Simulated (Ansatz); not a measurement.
# HfB2 (P6/mmm) in Ansatz: further runs

One crystal, HfB2, is run at these levels: BLYP, PBE, RPBE; tasks: relaxation of cell and atoms, single point.

Program: Ansatz 0.2.0. These are calculated values, not measurements. Logs are shortened: lines on timing, memory, paths and dates and some standing lists are left out, and cuts for length are marked.

### 1 Starting point

The structure is hexagonal, space group P6/mmm (No. 191). The conventional cell has a = 3.140 Å, b = 3.140 Å, c = 3.480 Å, α = 90.00°, β = 90.00°, γ = 120.00°. Around Hf (site symmetry 6/mmm) lie 12 B at 2.51 Å. B (site symmetry -6m2) has 3 B at 1.81 Å as nearest neighbours.

### 2 Relaxation of cell and atoms, BLYP

input.yaml reads:

```yaml
crystal:
  lattice:
    - [3.14, 0.0, 0.0]
    - [-1.57, 2.7193197679, 0.0]
    - [0.0, 0.0, 3.48]
  atoms:
    - { symbol: Hf, position: [0.0, 0.0, 0.0] }
    - { symbol: B, position: [0.6666666667, 0.3333333333, 0.5] }
    - { symbol: B, position: [0.3333333333, 0.6666666667, 0.5] }
hamiltonian:
  xc: blyp
  pseudopotentials: { kind: paw }
kpoints:
  mp_grid: { grid: [10, 10, 8] }
scf:
  occupations: { method: fermi_dirac, width: 0.05 }
output:
  forces: true
  stress: true
  write_density: true
  write_potential: true
  elf: true
  volumetric_format: npy
relax:
  f_tol: 0.01
  max_steps: 40
  cell: { stress_tol: 0.05 }
```

Potentials or basis: Ansatz PAW.

Launch:

```console
$ ansatz run input.yaml --threads 2 --pin off --max-ram 5632MiB --backend cpu --events-out ev --progress --plain --runs-dir out
```

Output:

```text
Warning: RAYON_NUM_THREADS=2 ignored (pool sized by the plan → 2); use --threads N
Engine: ansatz 0.2.0, x86_64-unknown-linux-gnu
Pseudopotentials: kind: paw
Pseudopotential: Hf, paw, valence charge 26, recommended cutoff 420 eV (normal), Hf.paw.azcp
Pseudopotential: B, paw, valence charge 3, recommended cutoff 420 eV (normal), B.paw.azcp
Functional definition: BLYP
  parameter beta = 0.0042
  parameter a = 0.04918
  parameter b = 0.132
  parameter c = 0.2533
  parameter d = 0.349
  exchange = b88_x(beta = beta)
  correlation = lyp_c(a = a, b = b, c = c, d = d)
Crystal: 3 atoms, lattice volume = 29.715 Å³
Basis set: ecut = 420 eV, 563 PW (Γ), exchange–correlation on 48×48×48 points (8 copies of the dense FFT grid, shifted against one another)
Bands: 20, of which v1, the nominal top of the filled ones, is band 16 counted from 1 (15 counted from 0)
Symmetry: 24 space group operations
Space group: P6/mmm (ITA 191), of the structure as read, at distance tolerance 3.1e-5 Å
k-points: 70 of 800
Non-local potential: Hf, projectors of the file, l = 0: 3, l = 1: 2, l = 2: 2, l = 3: 3
Non-local potential: B, projectors of the file, l = 0: 2, l = 1: 2, l = 2: 1
PAW form: soft (Blöchl's): semilocal exchange-correlation on the pseudo side does not see the compensation charge
PAW frozen core: Hf, regenerated for the run's functional, and the local potential with it (the file was generated under x = pbe(κ = 0.804, μ = 0.2195149727645171), c = pbe(β = 0.06672455060314922))
PAW frozen core: B, regenerated for the run's functional, and the local potential with it (the file was generated under x = pbe(κ = 0.804, μ = 0.2195149727645171), c = pbe(β = 0.06672455060314922))
PAW one-centre angular grid: Hf, 590 points (default); XC on 64 Gauss nodes
PAW one-centre angular grid: B, 110 points (default); XC on 64 Gauss nodes
Initial density: superposition of atomic densities (neutral atoms: chi_scale 0, normalization atom), corrected by the library's trained network
Initial wavefunctions: pseudopotential atomic-orbital guess
Functional: x = b88, c = lyp
SCF iter   1: F=—  HF=-16060.178212 eV  |F-HF|=—  |Δ(HF+E_count)|=         —  Δρ=1.11e-2  dr2=4.51e-2  ethr=1.77e-3  ⟨swp⟩=4.0  Hψ=5428  notcnv=0
preconditioner: auto → none  [insulator: Δε(μ)=0.252 eV  Ē_g=17.443 eV  σ=0.050 eV  W_gap=0.72  n_scr=8 (ndim 8)  ℏωp=37.3 eV  f_vac=0.000  D(μ)=0.32/eV (n_scr^D=0)  ε∞_Penn≈5.6]
SCF iter   2: F=—  HF=-16060.167606 eV  |F-HF|=—  |Δ(HF+E_count)|=   1.06e-2  Δρ=4.09e-3  dr2=7.76e-3  ethr=1.41e-4  ⟨swp⟩=2.0  Hψ=2535  notcnv=0
SCF iter   3: F=—  HF=-16060.165500 eV  |F-HF|=—  |Δ(HF+E_count)|=   2.11e-3  Δρ=2.22e-3  dr2=9.92e-4  ethr=2.43e-5  ⟨swp⟩=2.0  Hψ=2683  notcnv=0
SCF iter   4: F=—  HF=-16060.165350 eV  |F-HF|=—  |Δ(HF+E_count)|=   1.50e-4  Δρ=8.51e-4  dr2=1.69e-4  ethr=3.10e-6  ⟨swp⟩=2.8  Hψ=2789  notcnv=0
SCF iter   5: F=—  HF=-16060.165320 eV  |F-HF|=—  |Δ(HF+E_count)|=   3.02e-5  Δρ=2.36e-4  dr2=7.36e-6  ethr=5.28e-7  ⟨swp⟩=2.5  Hψ=2324  notcnv=0
SCF iter   6: F=—  HF=-16060.165307 eV  |F-HF|=—  |Δ(HF+E_count)|=   1.29e-5  Δρ=2.47e-5  dr2=8.55e-8  ethr=3.13e-10  ⟨swp⟩=7.1  Hψ=10011  notcnv=0
SCF iter   7: F=-16060.165307 eV  HF=-16060.165307 eV  |F-HF|=2.10e-9  |Δ(HF+E_count)|=   7.98e-8  Δρ=3.65e-6  dr2=1.30e-9  ethr=2.67e-10  ⟨swp⟩=5.3  Hψ=8073  notcnv=0
SCF 1 converged in 7 iterations: F = -16060.165307 eV  dr2 = 1.30e-9
relax step   1: F+E_penalty+E_count = -16060.16530698 eV  Δ(F+E_penalty+E_count) = +0.000e0 eV  max|allowed force component| = 1.480e-16 eV/Å  Δτ_max = 0.0000 Å  P = +7.832 GPa  Ω = 29.715 Å³  (7 SCF iters, dr2 threshold 1.00e-7 eV, accepted)
Crystal: 3 atoms, lattice volume = 31.138 Å³
Basis set: ecut = 420 eV, 565 PW (Γ), exchange–correlation on 48×48×48 points (8 copies of the dense FFT grid, shifted against one another)
Initial density: handed on by an earlier stage of this run
Initial wavefunctions: those handed on with the density
iter 1 solved again at ethr=4.71e-5 eV; its pass at ethr=3.10e-3 eV (dr2=1.51e-2 eV) is discarded
SCF iter   1: F=—  HF=-16060.187340 eV  |F-HF|=—  |Δ(HF+E_count)|=         —  Δρ=5.43e-3  dr2=1.57e-2  ethr=4.71e-5  ⟨swp⟩=1.9  Hψ=8744  notcnv=0
[... 36 lines left out ...]
SCF iter   5: F=—  HF=-16060.193848 eV  |F-HF|=—  |Δ(HF+E_count)|=   8.27e-9  Δρ=6.20e-7  dr2=7.62e-11  ethr=3.55e-12  ⟨swp⟩=2.0  Hψ=2441  notcnv=0
SCF iter   6: F=-16060.193848 eV  HF=-16060.193848 eV  |F-HF|=1.46e-11  |Δ(HF+E_count)|=  3.09e-11  Δρ=1.55e-7  dr2=1.70e-12  ethr=1.00e-12  ⟨swp⟩=6.0  Hψ=6767  notcnv=0
SCF 5 converged in 6 iterations: F = -16060.193848 eV  dr2 = 1.70e-12
relax step   5: F+E_penalty+E_count = -16060.19384794 eV  Δ(F+E_penalty+E_count) = -1.325e-3 eV  max|allowed force component| = 1.295e-16 eV/Å  Δτ_max = 0.0000 Å  P = +0.038 GPa  Ω = 30.704 Å³  stress off target by 7.69e-2 GPa  SCF on the basis re-selected at this cell (its energy is not comparable with the rows above)  (6 SCF iters)
basis re-selected at this cell: Δ(F+E_penalty+E_count) = -1.325e-3 eV, ΔP = +0.042 GPa vs the last step (what re-selecting the basis moved, of the pressure what is left beyond the Pulay correction that the steps carried, after the strain that the cell walked since its last selection, with what the two solves' SCF thresholds leave and, on support functions, any second-order correction that the steps lacked; it is no measure of the basis error at this ecutwfc). This SCF's stress stands 7.69e-2 GPa from its target on what of the cell is left free (relax.cell.stress_tol is 5.00e-2 GPa) and its largest allowed force component is 1.30e-16 eV/Å (relax.f_tol is 1.00e-2 eV/Å): not within both, so this SCF does not close the relaxation
Crystal: 3 atoms, lattice volume = 30.709 Å³
iter 1 solved again at ethr=6.92e-10 eV; its pass at ethr=3.10e-3 eV (dr2=2.22e-7 eV) is discarded
SCF iter   1: F=—  HF=-16060.193854 eV  |F-HF|=—  |Δ(HF+E_count)|=         —  Δρ=2.46e-5  dr2=2.30e-7  ethr=6.92e-10  ⟨swp⟩=2.2  Hψ=7562  notcnv=0
preconditioner: auto → none  [insulator: Δε(μ)=0.117 eV  Ē_g=17.377 eV  σ=0.050 eV  W_gap=0.52  n_scr=8 (ndim 8)  ℏωp=36.7 eV  f_vac=0.000  D(μ)=0.31/eV (n_scr^D=0)  ε∞_Penn≈5.5]
SCF iter   2: F=—  HF=-16060.193843 eV  |F-HF|=—  |Δ(HF+E_count)|=   1.05e-5  Δρ=1.12e-5  dr2=4.30e-8  ethr=6.92e-10  ⟨swp⟩=2.0  Hψ=2409  notcnv=0
SCF iter   3: F=-16060.193843 eV  HF=-16060.193843 eV  |F-HF|=1.78e-9  |Δ(HF+E_count)|=   1.01e-8  Δρ=5.68e-6  dr2=5.43e-9  ethr=4.62e-11  ⟨swp⟩=7.1  Hψ=8072  notcnv=0
SCF 6 converged in 3 iterations: F = -16060.193843 eV  dr2 = 5.43e-9
relax step   6: F+E_penalty+E_count = -16060.19384308 eV  Δ(F+E_penalty+E_count) = +4.858e-6 eV  max|allowed force component| = 1.542e-16 eV/Å  Δτ_max = 0.0000 Å  P = -0.000 GPa  Ω = 30.709 Å³  energy of the carried Pulay correction = -6.268e-6 eV  (3 SCF iters, dr2 threshold 1.48e-8 eV, accepted)
iter 1 solved again at ethr=3.44e-9 eV; its pass at ethr=3.10e-3 eV (dr2=1.10e-6 eV) is discarded
SCF iter   1: F=—  HF=-16060.193861 eV  |F-HF|=—  |Δ(HF+E_count)|=         —  Δρ=5.96e-6  dr2=5.73e-9  ethr=3.44e-9  ⟨swp⟩=4.0  Hψ=10253  notcnv=0
SCF iter   2: F=—  HF=-16060.193850 eV  |F-HF|=—  |Δ(HF+E_count)|=   1.05e-5  Δρ=2.89e-6  dr2=1.56e-9  ethr=1.79e-11  ⟨swp⟩=2.1  Hψ=2525  notcnv=0
SCF iter   3: F=—  HF=-16060.193850 eV  |F-HF|=—  |Δ(HF+E_count)|=  2.55e-10  Δρ=1.40e-6  dr2=4.14e-10  ethr=4.88e-12  ⟨swp⟩=2.0  Hψ=2271  notcnv=0
SCF iter   4: F=-16060.193850 eV  HF=-16060.193850 eV  |F-HF|=0.00e0  |Δ(HF+E_count)|=  4.37e-11  Δρ=1.66e-7  dr2=3.13e-12  ethr=1.00e-12  ⟨swp⟩=4.6  Hψ=7748  notcnv=0
SCF 7 converged in 4 iterations: F = -16060.193850 eV  dr2 = 3.13e-12
relax step   7: F+E_penalty+E_count = -16060.19385036 eV  Δ(F+E_penalty+E_count) = -7.276e-6 eV  max|allowed force component| = 1.480e-16 eV/Å  Δτ_max = 0.0000 Å  P = -0.000 GPa  Ω = 30.709 Å³  stress off target by 2.40e-3 GPa  SCF on the basis re-selected at this cell (its energy is not comparable with the rows above)  (4 SCF iters)
basis re-selected at this cell: Δ(F+E_penalty+E_count) = -7.276e-6 eV, ΔP = -0.000 GPa vs the last step (what re-selecting the basis moved, of the pressure what is left beyond the Pulay correction that the steps carried, after the strain that the cell walked since its last selection, with what the two solves' SCF thresholds leave and, on support functions, any second-order correction that the steps lacked; it is no measure of the basis error at this ecutwfc). This SCF's stress stands 2.40e-3 GPa from its target on what of the cell is left free (relax.cell.stress_tol is 5.00e-2 GPa) and its largest allowed force component is 1.48e-16 eV/Å (relax.f_tol is 1.00e-2 eV/Å): within both
SCF converged after 4 iterations
Free energy (F): -16060.193850 eV
Harris-Foulkes:  -16060.193850 eV  (|F-HF|=0.00e0)
Internal energy: -16060.191280 eV  (E = F + TS)
E sigma→0 (E₀):  -16060.192565 eV
Entropy (-TS):   -0.002571 eV (-0.857 meV/atom)
Fermi energy:    20.229317 eV
--- Per-component energies (eV) ---
  E_band       = 116.799339
  E_kinetic    = 524.805360
  E_local      = -5370.652133  (includes V_loc(G=0)·N_el)
  E_nonlocal   = -1222.366980
  E_hartree    = 2551.148425
  E_xc         = -361.130252
  E_vxc        = -337.371539  (∫ρ·V_xc dr)
  E_paw        = -7115.289333  (= ΣΔE_a)
  E_vpaw       = 1420.087786  (= ΣTr[D̂ρ^β])
  E_aug_tail   = -0.000010  (compensation charges beyond the density's cutoff)
  E_ewald      = -5066.789518
  E_core_change = 0.083161  (= ΣΔE_core)
  E_smearing   = -0.002571  (= −TS)
  E_closure    = -0.000000  (closes the sum)
  Σ components = -16060.193850   (vs F -16060.193850, Δ=0.00e0)
--- Forces (eV/Å), atoms counted from 1 ---
  atom   1  Hf    -0.00000000     0.00000000     0.00000000
  atom   2  B      0.00000000     0.00000000     0.00000000
  atom   3  B      0.00000000    -0.00000000     0.00000000
  max |Σ_I F_I| component: 5.55e-17 eV/Å
--- Stress (GPa, compression-positive) ---
        0.000480       0.000000       0.000000
        0.000000       0.000480       0.000000
        0.000000       0.000000      -0.002397
  P = ⅓ Tr σ = -0.0005 GPa (-0.005 kbar)
--- Band table (eV; the first three rows and the last of 70) ---
  k-point 0: bands = ["-41.8370", "-10.6772", "-10.2209", "-10.2209", "6.8659", "8.2607", "8.2804", "8.2925", "8.2925", "8.2942", "8.2942", "8.3808", "17.4086", "17.4560", "17.5501", "17.5501", "24.0497", "24.0497", "24.4534", "24.4534"]
  k-point 1: bands = ["-41.8363", "-10.7081", "-10.2187", "-10.2187", "7.0871", "8.2593", "8.2803", "8.2918", "8.2918", "8.2949", "8.2949", "8.3808", "15.8620", "17.6982", "17.6982", "18.9086", "22.9565", "22.9565", "24.0099", "24.0099"]
  k-point 2: bands = ["-41.8346", "-10.7816", "-10.2135", "-10.2135", "7.6946", "8.2612", "8.2802", "8.2860", "8.2860", "8.3008", "8.3008", "8.3808", "14.2753", "18.1244", "18.1244", "20.2991", "21.7857", "21.7857", "22.9654", "22.9654"]
  k-point 69: bands = ["-41.7835", "-10.7303", "-10.7158", "-10.6027", "8.2739", "8.2813", "8.2821", "8.2890", "8.2923", "8.3079", "8.3550", "10.9306", "11.9233", "14.9513", "17.1403", "17.2547", "24.3172", "25.7269", "26.3255", "26.7961"]
--- Relaxed structure (5 steps of the walk, 5 accepted, 2 SCFs on fresh bases) ---
  F+E_penalty+E_count = -16060.19385036 eV   max|allowed force component| = 1.480e-16 eV/Å   (the final SCF, on the basis selected at the relaxed cell)
  cell:  # Å, volume = 30.7094 Å³
    - [3.1566444018400577, 0.0, 0.0]
    - [-1.5783222009200288, 2.7337342427074236, 0.0]
    - [0.0, 0.0, 3.5586826995764644]
  atoms:
    - { symbol: Hf, position: [9.106944979308102e-35, -2.6509801690364848e-34, 0.0] }
    - { symbol: B, position: [0.6666666666666665, 0.3333333333333333, 0.49999999999999994] }
    - { symbol: B, position: [0.3333333333333333, 0.6666666666666666, 0.49999999999999994] }
```

Run time: 4.4 s. Hardware: 2 threads of Intel Xeon 6975P-C (Granite Rapids), shared host; peak memory 0.39 GiB.

Results:

| Item | Value |
| --- | --- |
| Free energy | -16060.1939 eV |
| Relaxed volume | 10.24 Å³/atom |
| Relaxed cell | a = 3.157 Å, b = 3.157 Å, c = 3.559 Å, α = 90.00°, β = 90.00°, γ = 120.00° |
| Space group after relaxing (to 0.05 Å) | P6/mmm (No. 191) |
| Energy gained by relaxing | 9.5 meV/atom |
| Ionic steps | 7 |
| Pressure after relaxing | 0.0 GPa |
| Band gap on the k mesh | none (metal or under the smearing width) |

The path:
```csv
step,energy change (eV),largest force (eV/Å),volume (Å³)
1,0.0000,0.0000,29.71
2,-0.0176,0.0000,31.14
3,-0.0270,0.0000,30.77
4,-0.0272,0.0000,30.70
5,-0.0285,0.0000,30.70
6,-0.0285,0.0000,30.71
7,-0.0285,0.0000,30.71
```

Final structure:
```
Hf B
1.0
     3.15664    0.00000    0.00000
    -1.57832    2.73373    0.00000
     0.00000    0.00000    3.55868
Hf B
1 2
Direct
  0.00000 0.00000 0.00000
  0.66667 0.33333 0.50000
  0.33333 0.66667 0.50000
```

Levels at points of the mesh, in eV from the Fermi level:
| k point | band 13 | band 14 | band 15 | band 16 | band 17 | band 18 | band 19 | band 20 |
| --- | --- | --- | --- | --- | --- | --- | --- | --- |
| (0.00, 0.00, 0.00) | -2.82 | -2.77 | -2.68 | -2.68 | 3.82 | 3.82 | 4.22 | 4.22 |
| (0.00, 0.00, -0.50) | -8.04 | -1.08 | -1.08 | 0.57 | 0.57 | 0.99 | 0.99 | 1.83 |
| (0.00, -0.50, 0.00) | -8.84 | -4.02 | -3.25 | -2.59 | 2.10 | 2.61 | 5.22 | 5.48 |
| (0.00, -0.50, -0.50) | -7.32 | -4.69 | -4.44 | -2.52 | 3.73 | 4.17 | 5.91 | 6.50 |

Caveat: the plane-wave basis is chosen anew once the cell has moved, so the energies of steps on either side of that aren't comparable; the PAW data sets come from PBE, with cores solved anew for the run's functional, which leaves a small shift of forces and pressure.

### 3 Single point, PBE

input.yaml reads:

```yaml
crystal:
  lattice:
    - [3.14, 0.0, 0.0]
    - [-1.57, 2.7193197679, 0.0]
    - [0.0, 0.0, 3.48]
  atoms:
    - { symbol: Hf, position: [0.0, 0.0, 0.0] }
    - { symbol: B, position: [0.6666666667, 0.3333333333, 0.5] }
    - { symbol: B, position: [0.3333333333, 0.6666666667, 0.5] }
hamiltonian:
  xc: pbe
  pseudopotentials: { kind: paw }
kpoints:
  mp_grid: { grid: [10, 10, 8] }
scf:
  occupations: { method: gaussian, width: 0.012 }
output:
  forces: true
  stress: true
  eigenvalues: true
```

Potentials or basis: Ansatz PAW.

Launch:

```console
$ ansatz run input.yaml --threads 2 --pin off --max-ram 5632MiB --backend cpu --events-out ev --progress --plain --runs-dir out
```

Output:

```text
Warning: RAYON_NUM_THREADS=2 ignored (pool sized by the plan → 2); use --threads N
[... 4 set-up lines as earlier in the session ...]
Functional definition: PBE
  parameter kappa = 0.804
  parameter beta = 0.06672455060314922
  exchange = pbe_x(kappa = kappa, mu = beta*pi^2/3)
  correlation = pbe_c(beta = beta)
Crystal: 3 atoms, lattice volume = 29.715 Å³
Basis set: ecut = 420 eV, 563 PW (Γ), exchange–correlation on 48×48×48 points (8 copies of the dense FFT grid, shifted against one another)
Bands: 20, of which v1, the nominal top of the filled ones, is band 16 counted from 1 (15 counted from 0)
[... 2 set-up lines as earlier in the session ...]
k-points: 70 of 800
[... 4 set-up lines as earlier in the session ...]
[... 11 lines left out ...]
SCF 1 converged in 6 iterations: F = -16036.210773 eV  dr2 = 4.09e-9
SCF converged after 6 iterations
Free energy (F): -16036.210773 eV
Harris-Foulkes:  -16036.210773 eV  (|F-HF|=3.13e-9)
Internal energy: -16036.210615 eV  (E = F + TS)
E sigma→0 (E₀):  -16036.210694 eV
Entropy (-TS):   -0.000158 eV (-0.053 meV/atom)
Fermi energy:    20.354912 eV
--- Per-component energies (eV) ---
  E_band       = 128.533064
  E_kinetic    = 525.979028
  E_local      = -5276.155713  (includes V_loc(G=0)·N_el)
  E_nonlocal   = -1221.812796
  E_hartree    = 2515.263345
  E_xc         = -367.037280
  E_vxc        = -346.333139  (∫ρ·V_xc dr)
  E_paw        = -7085.444622  (= ΣΔE_a)
  E_vpaw       = 1416.327238  (= ΣTr[D̂ρ^β])
  E_aug_tail   = -0.000008  (compensation charges beyond the density's cutoff)
  E_ewald      = -5127.002568
  E_smearing   = -0.000158  (= −TS)
  E_closure    = 0.000000  (closes the sum)
  Σ components = -16036.210773   (vs F -16036.210773, Δ=0.00e0)
--- Forces (eV/Å), atoms counted from 1 ---
  atom   1  Hf     0.00000000    -0.00000000     0.00000000
  atom   2  B      0.00000000     0.00000000     0.00000000
  atom   3  B     -0.00000000    -0.00000000     0.00000000
  max |Σ_I F_I| component: 3.70e-17 eV/Å
--- Stress (GPa, compression-positive) ---
        1.175602       0.000000       0.000000
        0.000000       1.175602       0.000000
        0.000000       0.000000       1.780641
  P = ⅓ Tr σ = 1.3773 GPa (13.773 kbar)
--- Band table (eV; the first three rows and the last of 70) ---
  k-point 0: bands = ["-41.2792", "-10.1433", "-9.6663", "-9.6663", "6.7626", "8.7485", "8.7640", "8.7802", "8.7802", "8.7818", "8.7818", "8.8738", "17.4964", "17.5987", "17.5987", "17.7690", "24.5128", "24.5128", "25.1397", "25.1397"]
  k-point 1: bands = ["-41.2781", "-10.1847", "-9.6633", "-9.6633", "7.0072", "8.7462", "8.7639", "8.7787", "8.7787", "8.7833", "8.7833", "8.8738", "16.0171", "17.7589", "17.7589", "19.1665", "23.1803", "23.1803", "24.6259", "24.6259"]
  k-point 2: bands = ["-41.2756", "-10.2829", "-9.6561", "-9.6561", "7.6812", "8.7440", "8.7638", "8.7711", "8.7711", "8.7909", "8.7909", "8.8739", "14.3778", "18.2215", "18.2215", "20.6611", "21.8919", "21.8919", "23.4415", "23.4415"]
  k-point 69: bands = ["-41.2184", "-10.2242", "-10.2206", "-10.0804", "8.7517", "8.7632", "8.7729", "8.7783", "8.7804", "8.7951", "8.8465", "10.9392", "11.9370", "15.0502", "17.2096", "17.3089", "24.9887", "26.0466", "26.9755", "27.4812"]
```

It took 0.65 s on 2 threads of Intel Xeon 6975P-C (Granite Rapids), shared host; peak memory 0.36 GiB.

What came out:

```
Free energy            : -16036.2108 eV
Pressure               : 1.4 GPa
Band gap on the k mesh : none (metal or under the smearing width)
```

The run has no spin-orbit coupling, so splittings on Hf are missing.

[end of part 1 of 2]
